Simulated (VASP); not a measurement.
# V (Pm-3m) in VASP: notebook

One crystal, V, is run at these levels: PBEsol; tasks: single point.

All numbers are computed with VASP 6.6.1; they aren't measurements. Logs are shortened: lines on timing, memory, paths and dates and some standing lists are left out, and cuts for length are marked.

## Step 1: The structure

It takes space group Pm-3m (No. 221, cubic). The conventional cell has a = 2.411 Å, b = 2.411 Å, c = 2.411 Å, α = 90.00°, β = 90.00°, γ = 90.00°. V (site symmetry m-3m) is surrounded by 6 V at 2.41 Å.

This isn't the form of V at room conditions, which is bcc.

## Step 2: Single point, PBEsol

INCAR

```
PREC = Accurate
ENCUT = 520
EDIFF = 1E-6
ISMEAR = -1
SIGMA = 0.1
LREAL = False
LASPH = True
NELM = 80
ALGO = Fast
ISIF = 2
LWAVE = False
LCHARG = False
GGA = PS
NBANDS = 12
```

KPOINTS

```
regular mesh
0
Gamma
  21 21 21
```

POSCAR

```
V
1.0
    2.4107238170      0.0000000000      0.0000000000
    0.0000000000      2.4107238170      0.0000000000
    0.0000000000      0.0000000000      2.4107238170
V
1
Direct
    0.0000000000      0.0000000000      0.0000000000
```

Potentials or basis: VASP PAW PBE potentials, release 64 (V_sv).

Launch:

```console
$ cat potpaw_PBE.64/V_sv/POTCAR > POTCAR
$ mpirun -np 1 vasp_std > vasp.out
```

OUTCAR:

```text
PREC = Accurate
   ENCUT = 520
   EDIFF = 1E-6
   ISMEAR = -1
   LREAL = False
   LASPH = True
   NELM = 80
   ISIF = 2
   GGA = PS

 ion  position               nearest neighbor table
   1  0.000  0.000  0.000-

  LATTYP: Found a simple cubic cell.
 ALAT       =     2.4107238170

  Lattice vectors:

 A1 = (   2.4107238170,   0.0000000000,   0.0000000000)
 A2 = (   0.0000000000,   2.4107238170,   0.0000000000)
 A3 = (   0.0000000000,   0.0000000000,   2.4107238170)

Analysis of symmetry for initial positions (statically):
=====================================================================
 Subroutine PRICEL returns:
 Original cell was already a primitive cell.

 Routine SETGRP: Setting up the symmetry group for a
 simple cubic supercell.

 Subroutine GETGRP returns: Found 48 space group operations
 (whereof 48 operations were pure point group operations)
 out of a pool of 48 trial point group operations.

The static configuration has the point symmetry O_h .

Analysis of symmetry for dynamics (positions and initial velocities):
=====================================================================
 Subroutine PRICEL returns:
 Original cell was already a primitive cell.

 Routine SETGRP: Setting up the symmetry group for a
 simple cubic supercell.

 Subroutine GETGRP returns: Found 48 space group operations
 (whereof 48 operations were pure point group operations)
 out of a pool of 48 trial point group operations.

The dynamic configuration has the point symmetry O_h .

 Subroutine INISYM returns: Found 48 space group operations
 (whereof 48 operations are pure point group operations),
 and found     1 'primitive' translations

----------------------------------------------------------------------------------------

                                     Primitive cell

  volume of cell :      14.0101

  direct lattice vectors                    reciprocal lattice vectors
     2.410723817  0.000000000  0.000000000     0.414813175  0.000000000  0.000000000
     0.000000000  2.410723817  0.000000000     0.000000000  0.414813175  0.000000000
     0.000000000  0.000000000  2.410723817     0.000000000  0.000000000  0.414813175

  length of vectors
     2.410723817  2.410723817  2.410723817     0.414813175  0.414813175  0.414813175

  position of ions in fractional coordinates (direct lattice)
     0.000000000  0.000000000  0.000000000

  ion indices of the primitive-cell ions
   primitive index   ion index
                 1           1

----------------------------------------------------------------------------------------

 KPOINTS: regular mesh

Automatic generation of k-mesh.
 Grid dimensions read from file:
 generate k-points for:   21   21   21

 Generating k-lattice:

  Cartesian coordinates                     Fractional coordinates (reciprocal lattice)
     0.019753008  0.000000000  0.000000000     0.047619048  0.000000000  0.000000000
     0.000000000  0.019753008  0.000000000     0.000000000  0.047619048  0.000000000
     0.000000000  0.000000000  0.019753008     0.000000000  0.000000000  0.047619048

  Length of vectors
     0.019753008  0.019753008  0.019753008

  Shift w.r.t. Gamma in fractional coordinates (k-lattice)
     0.000000000  0.000000000  0.000000000

 Subroutine IBZKPT returns following result:
 ===========================================

 Found    286 irreducible k-points:

 Following reciprocal coordinates:
            Coordinates               Weight
  0.000000  0.000000  0.000000      1.000000
  0.047619  0.000000  0.000000      6.000000
  0.095238  0.000000  0.000000      6.000000
  0.142857  0.000000  0.000000      6.000000
  0.190476  0.000000  0.000000      6.000000
  0.238095  0.000000  0.000000      6.000000
[... 16 lines left out ...]
  0.142857  0.095238  0.000000     24.000000
  0.190476  0.095238  0.000000     24.000000
 [... further k-points ...]
   k-points           NKPTS =    286   k-points in BZ     NKDIM =    286   number of bands    NBANDS=     12
   number of dos      NEDOS =    301   number of ions     NIONS =      1
   total plane-waves  NPLWV =   5832
   dimension x,y,z NGX =    18 NGY =   18 NGZ =   18
   dimension x,y,z NGXF=    36 NGYF=   36 NGZF=   36
   ions per type =               1
   NGX,Y,Z   is equivalent  to a cutoff of  12.41, 12.41, 12.41 a.u.
   NGXF,Y,Z  is equivalent  to a cutoff of  24.83, 24.83, 24.83 a.u.
 SYSTEM =  unknown system
   PREC   = accura    normal or accurate (medium, high low for compatibility)
   ISTART =      0    job   : 0-new  1-cont  2-samecut
   ICHARG =      2    charge: 1-file 2-atom 10-const
   ISPIN  =      1    spin polarized calculation?
   LNONCOLLINEAR =      F non collinear calculations
   LSORBIT =      F    spin-orbit coupling
   LASPH  =      T    aspherical Exc in radial PAW
   ENCUT  =  520.0 eV  38.22 Ry    6.18 a.u.   4.48  4.48  4.48*2*pi/ulx,y,z
   NELM   =     80;   NELMIN=  2; NELMDL= -5     # of ELM steps
   EDIFF  = 0.1E-05   stopping-criterion for ELM
   LREAL  =      F    real-space projection
   EDIFFG = 0.1E-04   stopping-criterion for IOM
   NSW    =      0    number of steps for IOM
   IBRION =     -1    ionic relax: 0-MD 1-quasi-New 2-CG
   NFREE  =      0    steps in history (QN), initial steepest desc. (CG)
   ISIF   =      2    stress and relaxation
   ISYM   =      2    0-nonsym 1-usesym 2-fastsym
   POTIM  = 0.5000    time-step for ionic-motion
   TEBEG  =    0.0;   TEEND  =   0.0 temperature during run
   PSTRESS=    0.0 pullay stress
   NELECT =      13.0000    total number of electrons
   NUPDOWN=      -1.0000    fix difference up-down
   EMIN   =  10.00;   EMAX   =-10.00  energy-range for DOS
   EFERMI =   0.00;   METHOD = LEGACY
   ISMEAR =    -1;   SIGMA  =   0.10  broadening in eV -4-tet -1-fermi 0-gaus
   EFERMI_NEDOS =   21; number of points for ismear=-14 and -15
   IALGO  =     68    algorithm
   IMIX   =      4    mixing-type and parameters
     AMIX     =   0.40;   BMIX     =  1.00
     AMIX_MAG =   1.60;   BMIX_MAG =  1.00
  volume/ion in A,a.u.               =      14.01        94.55
  Fermi-wavevector in a.u.,A,eV,Ry     =   1.596768  3.017454 34.690340  2.549668
  Thomas-Fermi vector in A             =   2.694479
   LORBIT       =      0    0 simple, 1 ext, 2 COOP (PROOUT), +10 PAW based schemes
   GGA     = PS    functional components
   LHFCALC =     F    Hartree Fock is set to
   AEXX    =    0.0000 exact exchange contribution
   IVDW    =     0    specifies the selected vdW correction
   LEPSILON=     F    determine dielectric tensor
   LRPA    =     F    only Hartree local field effects (RPA)
 non-spin polarized calculation
 RMM-DIIS sequential band-by-band and
  energy-cutoff  :      520.00
  volume of cell :       14.01
 maximum number of plane-waves:       389
 NGX is ok and might be reduce to    18
   NGX =  9   NGY =  9   NGZ =  9

 number of electron      12.9999986 magnetization

 Free energy of the ion-electron system (eV)
  ---------------------------------------------------
  ext. energy  EPLUGINS =         0.00000000
  ---------------------------------------------------
  free energy    TOTEN  =        -8.77999866 eV

  energy without entropy =       -8.73581251  energy(sigma->0) =       -8.75790558

 E-fermi :   9.2575     XC(G=0): -12.7309

 val. band max:        9.2453554466   @ k =   0.3333   0.1905   0.1905
 cond. band min:       9.2691573594   @ k =   0.4286   0.4286   0.1905
 fundamental gap:      0.0238019129
 Fermi energy:         9.2574614839

 k-point     1 :       0.0000    0.0000    0.0000
  band No.  band energies     occupation
      1     -54.3583      2.00000
      2     -27.6215      2.00000
      3     -27.6215      2.00000
      4     -27.6215      2.00000
      5       2.7767      2.00000
      6       6.9860      2.00000
      7       6.9860      2.00000
      8      12.9594      0.00000
      9      12.9594      0.00000
     10      12.9594      0.00000
     11      28.0470      0.00000
     12      28.0470      0.00000

 k-point     2 :       0.0476    0.0000    0.0000
  band No.  band energies     occupation
      1     -54.3540      2.00000
      2     -27.6499      2.00000
      3     -27.6191      2.00000
      4     -27.6191      2.00000
      5       2.8475      2.00000
      6       7.0027      2.00000
      7       7.0411      2.00000
      8      12.9024      0.00000
      9      12.9024      0.00000
     10      12.9636      0.00000
     11      27.4279      0.00000
     12      28.1577      0.00000

 k-point     3 :       0.0952    0.0000    0.0000
  band No.  band energies     occupation
      1     -54.3413      2.00000
      2     -27.7321      2.00000
      3     -27.6120      2.00000
      4     -27.6120      2.00000
      5       3.0555      2.00000
      6       7.0517      2.00000
      7       7.2033      2.00000
      8      12.7399      0.00000
      9      12.7399      0.00000
     10      12.9761      0.00000
     11      26.0753      0.00000
     12      28.4818      0.00000
[... 286 lines left out ...]
 k-point    23 :       0.1429    0.0952    0.0000
  band No.  band energies     occupation
      1     -54.3047      2.00000
      2     -27.8496      2.00000
      3     -27.7095      2.00000
      4     -27.5916      2.00000
      5       3.6546      2.00000
      6       7.2895      2.00000
      7       7.5880      2.00000
      8      12.2570      0.00000
      9      12.5056      0.00000
     10      12.7956      0.00000
     11      24.8288      0.00000
     12      26.8133      0.00000

 k-point    24 :       0.1905    0.0952    0.0000
  band No.  band energies     occupation
      1     -54.2794      2.00000
      2     -28.0090      2.00000
      3     -27.6947      2.00000
      4     -27.5775      2.00000
      5       4.0821      2.00000
      6       7.3967      2.00000
      7       7.9165      2.00000
      8      11.9585      0.00000
      9      12.2158      0.00000
     10      12.8207      0.00000
     11      23.2797      0.00000
     12      27.2895      0.00000

 [... further k-points ...]

------------------------ aborting loop because EDIFF is reached ----------------------------------------

  FORCE on cell =-STRESS in cart. coord.  units (eV):
  Direction    XX          YY          ZZ          XY          YZ          ZX
  --------------------------------------------------------------------------------------
  -------------------------------------------------------------------------------------
  Total        0.0898419      0.0898419      0.0898419     -0.0000000     -0.0000000      0.0000000
  in kB       10.2741755     10.2741755     10.2741755     -0.0000000     -0.0000000      0.0000000
  external PRESSURE =      10.2741755 kB  Pullay stress =       0.0000000 kB

 VOLUME and BASIS-vectors are now :
 -----------------------------------------------------------------------------
  energy-cutoff  :      520.00
  volume of cell :       14.01
      direct lattice vectors                 reciprocal lattice vectors
     2.410723817  0.000000000  0.000000000     0.414813175  0.000000000  0.000000000
     0.000000000  2.410723817  0.000000000     0.000000000  0.414813175  0.000000000
     0.000000000  0.000000000  2.410723817     0.000000000  0.000000000  0.414813175

 POSITION                                       TOTAL-FORCE (eV/Angst)
 -----------------------------------------------------------------------------------
      0.00000      0.00000      0.00000         0.000000      0.000000      0.000000
 -----------------------------------------------------------------------------------
    total drift:                                0.000000      0.000000      0.000000

  FREE ENERGIE OF THE ION-ELECTRON SYSTEM (eV)
  ---------------------------------------------------
  free  energy   TOTEN  =        -8.7799986566 eV

  energy  without entropy=       -8.7358125130  energy(sigma->0) =       -8.75790558
```

Run time: 34 s. Hardware: 1 thread of Intel Xeon Platinum 8559C (Emerald Rapids), shared host; peak memory 0.15 GiB.

Results:

- Free energy: -8.7800 eV
- Pressure: 1.0 GPa
- Band gap on the k mesh: none (metal or under the smearing width)

Caveat: the PAW data sets were made with another functional, which shifts forces and pressure a little.

## Step 3: Single point, PBEsol

This run uses another cell than the first one, of 12.33 Å³/atom, 0.880 times its volume.

INCAR

```
SYSTEM = V
PREC = Accurate
ENCUT = 520
EDIFF = 1E-7
ISMEAR = -1
SIGMA = 0.1
LREAL = .False.
LASPH = .True.
NELM = 60
ALGO = Fast
ISIF = 2
LWAVE = .False.
LCHARG = .False.
GGA = PS
NBANDS = 12
```

KPOINTS

```
Automatic mesh
0
Gamma
  15 15 15
  0 0 0
```

POSCAR

```
V
1.0
    2.3101579933      0.0000000000      0.0000000000
    0.0000000000      2.3101579933      0.0000000000
    0.0000000000      0.0000000000      2.3101579933
V
1
Direct
    0.0000000000      0.0000000000      0.0000000000
```

Potentials or basis: VASP PAW PBE potentials, release 64 (V_sv).

Launch:

```console
$ cat potpaw_PBE.64/V_sv/POTCAR > POTCAR
$ mpirun -np 1 vasp_std > vasp.out
```

Wall time 19 s (1 thread of Intel Xeon Platinum 8559C (Emerald Rapids), shared host); peak memory 0.12 GiB.

Results (log left out):

* Free energy: -8.6431 eV
* Pressure: 26.1 GPa
* Band gap on the k mesh: none (metal or under the smearing width)

Levels at points of the mesh, in eV from the Fermi level:
```
           k point  band 4  band 5  band 6  band 7  band 8  band 9  band 10  band 11
(0.00, 0.00, 0.00)  -36.58   -6.76   -2.73   -2.73    4.30    4.30     4.30    20.45
```

Caveat: so large a pressure means that the cell lies far from this level's equilibrium, or that cutoff or potentials fall short; the potentials were made for another functional, which shifts forces and pressure.

## Step 4: Single point, PBEsol

This run uses another cell than the first one, of 15.69 Å³/atom, 1.120 times its volume.

INCAR

```
SYSTEM = V
  PREC = Accurate
  ENCUT = 520
  EDIFF = 1E-6
  ISMEAR = -1
  SIGMA = 0.1
  LREAL = .False.
  LASPH = .True.
  NELM = 100
  ALGO = Fast
  ISIF = 2
  LWAVE = .False.
  LCHARG = .False.
  GGA = PS
  NBANDS = 12
```

KPOINTS

```
regular mesh
0
Gamma
  15 15 15
  0 0 0
```

POSCAR

```
V
1.0
    2.5035338402      0.0000000000      0.0000000000
    0.0000000000      2.5035338402      0.0000000000
    0.0000000000      0.0000000000      2.5035338402
V
1
Direct
    0.0000000000      0.0000000000      0.0000000000
```

Launch:

```console
$ cat potpaw_PBE.64/V_sv/POTCAR > POTCAR
$ mpirun -np 1 vasp_std > vasp.out
```

Run time: 16 s. Hardware: 1 thread of Intel Xeon Platinum 8559C (Emerald Rapids), shared host; peak memory 0.13 GiB.

It converged, with:

| Item | Value |
| --- | --- |
| Free energy | -8.7066 eV |
| Pressure | -12.9 GPa |
| Band gap on the k mesh | none (metal or under the smearing width) |

Levels at points of the mesh, in eV from the Fermi level:
```csv
k point,band 4,band 5,band 6,band 7,band 8,band 9,band 10,band 11
"(0.00, 0.00, 0.00)",-37.12,-6.19,-1.93,-1.93,3.23,3.23,3.23,17.42
```

Caveat: the PAW data sets were made with another functional, which shifts forces and pressure a little.

## Step 5: Summary

| cell | k mesh | further INCAR settings | gap on the mesh (eV) | pressure (GPa) |
| --- | --- | --- | --- | --- |
| Pm-3m, 14.01 Å³/atom | 21 × 21 × 21 | ALGO = Fast; EDIFF = 1e-06; NBANDS = 12 | none | 1.0 |
| Pm-3m, 12.33 Å³/atom | 15 × 15 × 15 | ALGO = Fast; EDIFF = 1e-07; NBANDS = 12 | none | 26.1 |
| Pm-3m, 15.69 Å³/atom | 15 × 15 × 15 | ALGO = Fast; EDIFF = 1e-06; NBANDS = 12 | none | -12.9 |

Alike in all rows: task single point; level PBEsol; potentials or basis VASP PAW PBE potentials, release 64 (V_sv); no spin polarisation; cutoff (eV) 520; smearing fermi-dirac 0.1 eV.

Every run on the cell as given and a fine mesh finds a metal.

Caveats: the PAW data sets were made with another functional, which shifts forces and pressure a little (some runs); so large a pressure means that the cell lies far from this level's equilibrium, or that cutoff or potentials fall short (some runs); the potentials were made for another functional, which shifts forces and pressure (some runs).

Absolute energies hang on the potentials; compare differences alone.
